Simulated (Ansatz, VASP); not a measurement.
# HfC in VASP and in Ansatz

```xyz
2
Lattice="0.0000 2.3250 2.3250 2.3250 0.0000 2.3250 2.3250 2.3250 0.0000" Properties=species:S:1:pos:R:3 pbc="T T T"
Hf    2.3250    2.3250    2.3250
C     0.0000    0.0000    0.2250
```

Change from the starting cell: all C atoms moved +0.225 Å, as atom 2 along Cartesian [0 0 1].

Alike in both runs: task single point; functional PBEsol; k mesh 18 × 18 × 18; occupations gaussian, width 0.15 eV; no spin polarisation.

|  | VASP | Ansatz |
| --- | --- | --- |
| version | VASP 6.6.1 | Ansatz 0.2.0 |
| potentials or method | VASP PAW PBE potentials, release 64 (Hf_pv, C) | scalar-relativistic, plane waves, PAW |
| plane-wave cutoff (eV) | 520 | 420 |
| valence electrons in the cell | 14 | 30 |

```tsv
	VASP	Ansatz	Ansatz less VASP
gap on the k mesh at the Fermi level (eV)	none	none	-
pressure (GPa)	-2.2	-1.8	+0.36
largest component of the traceless stress (GPa)	10.89	10.63	-0.260
rms of the force components (eV/Å)	1.170	1.163	-0.0067
```

Atom by atom the forces differ by 0.007 eV/Å (rms over components). A gap of «none» marks a metal or a gap that the smearing closes. The two sets of potentials don't hold the same shells in valence.

Caveats: the PAW data sets were made with another functional, which shifts forces and pressure a little (VASP). The runs have no spin-orbit coupling, so splittings on Hf are missing.
